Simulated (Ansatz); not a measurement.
# Li (Im-3m) in Ansatz: notebook

The runs below take Li through single point, relaxation of cell and atoms, with PBE, RPBE, PBEsol+D3(BJ), BLYP+D4.

Program: Ansatz 0.2.0. These are calculated values, not measurements. Logs are shortened: lines on timing, memory, paths and dates and some standing lists are left out, and cuts for length are marked.

### 1 Starting point

Symmetry: Im-3m, No. 229, cubic system. Conventional cell: a = 3.509 Å, b = 3.509 Å, c = 3.509 Å, α = 90.00°, β = 90.00°, γ = 90.00°. Li (site symmetry m-3m) is surrounded by 8 Li at 3.04 Å.

### 2 Single point, PBE

Input file input.yaml:

```yaml
crystal:
  lattice:
    - [-1.75465, 1.75465, 1.75465]
    - [1.75465, -1.75465, 1.75465]
    - [1.75465, 1.75465, -1.75465]
  atoms:
    - { symbol: Li, position: [0.0, 0.0, 0.0] }
kpoints:
  mp_grid: { grid: [11, 11, 11] }
scf:
  occupations: { method: gaussian, width: 0.022 }
hamiltonian:
  xc: pbe
  pseudopotentials: { kind: all_electron, lapw: { basis_error: 0.001 } }
output:
  forces: true
  stress: true
  eigenvalues: true
```

Potentials or basis: all-electron LAPW, scalar-relativistic.

Launch:

```console
ansatz run input.yaml --threads 1 --pin off --max-ram 3072MiB --backend cpu --events-out ev --progress --plain --runs-dir out
```

Log:

```text
Warning: RAYON_NUM_THREADS=1 ignored (pool sized by the plan → 1); use --threads N
LAPW: plane waves up to 4.189 Å⁻¹, error target 1.0e-3 eV per atom; small_component_spin mean_spin; Li in spheres of 1.520 Å, 3 of its electrons in bands, Dirac shells [] (how accurate: hamiltonian.pseudopotentials.lapw.basis_error, Limitations)
Engine: ansatz 0.2.0, aarch64-unknown-linux-gnu
Pseudopotentials: kind: all_electron
Pseudopotential: Li, LAPW, valence charge 3, lapw/all_electron/scalar/gaussian/Li, Koelling and Harmon's equation, gaussian nucleus
Functional definition: PBE
  parameter kappa = 0.804
  parameter beta = 0.06672455060314922
  exchange = pbe_x(kappa = kappa, mu = beta*pi^2/3)
  correlation = pbe_c(beta = beta)
Crystal: 1 atoms, lattice volume = 21.609 Å³
Basis set: ecut = 66.86769184050145 eV, 19 PW (Γ), exchange–correlation at level 2
Bands: 6, of which v1, the nominal top of the filled ones, is band 2 counted from 1 (1 counted from 0)
Symmetry: 48 space group operations
Space group: Im-3m (ITA 229), of the structure as read, at distance tolerance 2.8e-5 Å
k-points: 56 of 1331
Non-local potential: Li, projectors of the file, none
Initial density: superposition of atomic densities (chi_scale 0.1, normalization cell)
Initial wavefunctions: plane waves of lowest kinetic energy (no species holds an atomic orbital)
Functional: x = pbe(κ = 0.804, μ = 0.2195149727645171), c = pbe(β = 0.06672455060314922)
iter 1 solved again at ethr=1.79e-5 eV; its pass at ethr=1.00e-1 eV (dr2=5.37e-4 eV) is discarded
SCF iter   1: F=—  HF=-204.685281 eV  |F-HF|=—  |Δ(HF+E_count)|=         —  Δρ=1.64e-3  dr2=5.40e-4  ethr=1.79e-5  ⟨swp⟩=3.9  Hψ=2826  notcnv=0
preconditioner: auto → none  [insulator: Δε(μ)=0.045 eV  Ē_g=10.250 eV  σ=0.022 eV  W_gap=0.78  n_scr=0 (ndim 8)  ℏωp=8.0 eV  f_vac=0.000  D(μ)=1.37/eV (n_scr^D=12)  ε∞_Penn≈1.6]
SCF iter   2: F=—  HF=-204.684666 eV  |F-HF|=—  |Δ(HF+E_count)|=   6.16e-4  Δρ=8.20e-4  dr2=1.34e-4  ethr=1.79e-5  ⟨swp⟩=2.0  Hψ=925  notcnv=0
iter 3 solved again at ethr=9.63e-9 eV; its pass at ethr=4.48e-6 eV (dr2=2.89e-7 eV) is discarded
SCF iter   3: F=—  HF=-204.684558 eV  |F-HF|=—  |Δ(HF+E_count)|=   1.08e-4  Δρ=3.79e-5  dr2=2.88e-7  ethr=9.63e-9  ⟨swp⟩=2.0  Hψ=1570  notcnv=0
SCF iter   4: F=-204.684558 eV  HF=-204.684558 eV  |F-HF|=1.10e-9  |Δ(HF+E_count)|=   9.80e-8  Δρ=1.44e-6  dr2=4.07e-10  ethr=9.62e-9  ⟨swp⟩=2.0  Hψ=925  notcnv=0
SCF 1 converged in 4 iterations: F = -204.684558 eV  dr2 = 4.07e-10
SCF converged after 4 iterations
Free energy (F): -204.684558 eV
Harris-Foulkes:  -204.684558 eV  (|F-HF|=1.10e-9)
Internal energy: -204.684228 eV  (E = F + TS)
E sigma→0 (E₀):  -204.684393 eV
Entropy (-TS):   -0.000330 eV (-0.330 meV/atom)
Fermi energy:    0.703954 eV
--- Per-component energies (eV) ---
  E_band       = -92.427118
  E_kinetic    = 202.783784
  E_xc         = -50.628952
  E_electrostatic = -356.839060  (all electrons and nuclei)
  E_smearing   = -0.000330  (= −TS)
  E_closure    = 0.000000  (closes the sum)
  E_atoms      = -202.784629  (free atoms, spherical and without spin; not in F)
  Σ components = -204.684558   (vs F -204.684558, Δ=0.00e0)
  Basis errors (estimates in eV, not in F): energy 3.9e-4 per atom: plane waves 3.9e-4 (2.0e-4 summed), levels above the bands 0.0e0, relativity 8.0e-9, radial functions 4.2e-6, core shells 0.0e0; eigenvalues (radial functions only) 7.6e-4; not estimated: angular momenta, meshes, grids; target (lapw.basis_error) 1.0e-3; muffin-tin radii Li 1.520 Å
--- Forces (eV/Å), atoms counted from 1 ---
  atom   1  Li     0.00000000    -0.00000000    -0.00000000
  max |Σ_I F_I| component: 1.54e-32 eV/Å
--- Stress (GPa, compression-positive) ---
       -0.797029       0.000000      -0.000000
        0.000000      -0.797029      -0.000000
       -0.000000      -0.000000      -0.797029
  P = ⅓ Tr σ = -0.7970 GPa (-7.970 kbar)
--- Band table (eV; the first three rows and the last of 56) ---
  k-point 0: bands = ["-45.9055", "-2.7705", "14.6706", "14.6706", "14.6706", "19.3169"]
  k-point 1: bands = ["-45.9043", "-2.6174", "13.6557", "13.9920", "14.4169", "17.6539"]
  k-point 2: bands = ["-45.9011", "-2.1580", "11.1160", "12.8061", "13.7617", "16.2687"]
  k-point 55: bands = ["-45.8807", "5.0604", "6.1090", "6.1090", "8.3138", "9.2918"]
```

Wall time 0.71 s (1 thread of Arm Neoverse V1, shared host); peak memory 0.14 GiB.

What came out:

```yaml
Free_energy: -204.6846 eV
Pressure: -0.8 GPa
Band_gap_on_the_k_mesh: none (metal or under the smearing width)
```

### 3 Relaxation of cell and atoms, RPBE

Edit input.yaml of step 2 so:

```diff
@@ -10,5 +10,5 @@
 scf:
-  occupations: { method: gaussian, width: 0.022 }
+  occupations: { method: fermi_dirac, width: 0.05 }
 hamiltonian:
-  xc: pbe
+  xc: rpbe
   pseudopotentials: { kind: all_electron, lapw: { basis_error: 0.001 } }
@@ -17,2 +17,5 @@
   stress: true
-  eigenvalues: true
+relax:
+  f_tol: 0.01
+  max_steps: 60
+  cell: {}
```

Potentials or basis: all-electron LAPW, scalar-relativistic.

Launch:

```console
ansatz run input.yaml --threads 1 --pin off --max-ram 3072MiB --backend cpu --events-out ev --progress --plain --runs-dir out
```

Run time: 1.6 s. Hardware: 1 thread of Arm Neoverse V1, shared host; peak memory 0.16 GiB.

It converged, with:

```yaml
Free_energy: -205.4434 eV
Relaxed_volume: 21.06 Å³/atom
Relaxed_cell: a = 3.013 Å, b = 3.013 Å, c = 3.013 Å, α = 109.47°, β = 109.47°, γ = 109.47°
Space_group_after_relaxing_to_0.05_Å: Im-3m (No. 229)
Energy_gained_by_relaxing: 0.6 meV/atom
Ionic_steps: 4
Pressure_after_relaxing: 0.0 GPa
```

Step by step:
```csv
step,energy change (eV),largest force (eV/Å),volume (Å³)
1,0.0000,0.0000,21.61
2,-0.0004,0.0000,21.37
3,-0.0006,0.0000,21.06
4,-0.0006,0.0000,21.06
```

Final structure:
```
Li
1.0
    -1.73964    1.73964    1.73964
     1.73964   -1.73964    1.73964
     1.73964    1.73964   -1.73964
Li
1
Direct
  0.00000 0.00000 0.00000
```

### 4 Relaxation of cell and atoms, PBEsol+D3(BJ)

Edit input.yaml of step 3 so:

```diff
@@ -12,3 +12,4 @@
 hamiltonian:
-  xc: rpbe
+  xc: pbesol
+  dispersion: d3bj
   pseudopotentials: { kind: all_electron, lapw: { basis_error: 0.001 } }
@@ -18,3 +19,3 @@
 relax:
-  f_tol: 0.01
+  f_tol: 0.02
   max_steps: 60
```

Launch:

```console
ansatz run input.yaml --threads 1 --pin off --max-ram 3072MiB --backend cpu --events-out ev --progress --plain --runs-dir out
```

Wall time 2.6 s (1 thread of Arm Neoverse V1, shared host); peak memory 0.16 GiB.

It converged, with:

- Free energy: -203.1609 eV
- Relaxed volume: 18.47 Å³/atom
- Relaxed cell: a = 2.884 Å, b = 2.884 Å, c = 2.884 Å, α = 109.47°, β = 109.47°, γ = 109.47°
- Space group after relaxing (to 0.05 Å): Im-3m (No. 229)
- Energy gained by relaxing: 21.2 meV/atom
- Ionic steps: 5
- Pressure after relaxing: 0.0 GPa

The path:
```csv
step,energy change (eV),largest force (eV/Å),volume (Å³)
1,0.0000,0.0000,21.61
2,-0.0136,0.0000,20.24
3,-0.0208,0.0000,18.04
4,-0.0212,0.0000,18.47
5,-0.0212,0.0000,18.47
```

Final structure:
```
CELL_PARAMETERS angstrom
-1.66519 1.66519 1.66519
1.66519 -1.66519 1.66519
1.66519 1.66519 -1.66519
ATOMIC_POSITIONS crystal
Li 0.00000 0.00000 0.00000
```

Caveat: the volume moved by -15 % from the deposited cell, more than functionals usually miss.

### 5 Relaxation of cell and atoms, BLYP+D4

Edit input.yaml of step 4 so:

```diff
@@ -12,4 +12,4 @@
 hamiltonian:
-  xc: pbesol
-  dispersion: d3bj
+  xc: blyp
+  dispersion: d4
   pseudopotentials: { kind: all_electron, lapw: { basis_error: 0.001 } }
```

Launch:

```console
ansatz run input.yaml --threads 1 --pin off --max-ram 3072MiB --backend cpu --events-out ev --progress --plain --runs-dir out
```

Run time: 2.6 s. Hardware: 1 thread of Arm Neoverse V1, shared host; peak memory 0.16 GiB.

The run converged. Its results:

```yaml
Free_energy: -204.9803 eV
Relaxed_volume: 19.61 Å³/atom
Relaxed_cell: a = 2.942 Å, b = 2.942 Å, c = 2.942 Å, α = 109.47°, β = 109.47°, γ = 109.47°
Space_group_after_relaxing_to_0.05_Å: Im-3m (No. 229)
Energy_gained_by_relaxing: 7.7 meV/atom
Ionic_steps: 5
Pressure_after_relaxing: 0.0 GPa
```

The path:
```tsv
step	energy change (eV)	largest force (eV/Å)	volume (Å³)
1	0.0000	0.0000	21.61
2	-0.0050	0.0000	20.77
3	-0.0077	0.0000	19.48
4	-0.0077	0.0000	19.61
5	-0.0077	0.0000	19.61
```

Final structure:
```
CELL_PARAMETERS angstrom
-1.69883 1.69883 1.69883
1.69883 -1.69883 1.69883
1.69883 1.69883 -1.69883
ATOMIC_POSITIONS crystal
Li 0.00000 0.00000 0.00000
```

### 6 The runs side by side

| task | level | cell | cutoff (eV) | smearing | pressure (GPa) | relaxed volume (Å³/atom) |
| --- | --- | --- | --- | --- | --- | --- |
| single point | PBE | as given | 67 | gaussian 0.022 eV | -0.8 | - |
| relaxation of cell and atoms | RPBE | relaxed | - | fermi-dirac 0.05 eV | 0.0 | 21.06 |
| relaxation of cell and atoms | PBEsol+D3(BJ) | relaxed | - | fermi-dirac 0.05 eV | 0.0 | 18.47 |
| relaxation of cell and atoms | BLYP+D4 | relaxed | - | fermi-dirac 0.05 eV | 0.0 | 19.61 |

Alike in all rows: potentials or basis all-electron LAPW, scalar-relativistic; no spin polarisation; k mesh 11 × 11 × 11; basis error allowed 0.001 eV/atom.

Caveats: the volume moved by -15 % from the deposited cell, more than functionals usually miss (some runs).

Compare energies only between runs with the same functional and basis.

### 7 How close it comes

Step 3. The cell as given is a measured one (21.61 Å³/atom); RPBE puts the equilibrium volume -2.5 % from it, thermal expansion not counted.

Step 4. The cell as given is a measured one (21.61 Å³/atom); PBEsol+D3(BJ) puts the equilibrium volume -14.5 % from it, thermal expansion not counted.

Step 5. The cell as given is a measured one (21.61 Å³/atom); BLYP+D4 puts the equilibrium volume -9.2 % from it, thermal expansion not counted.
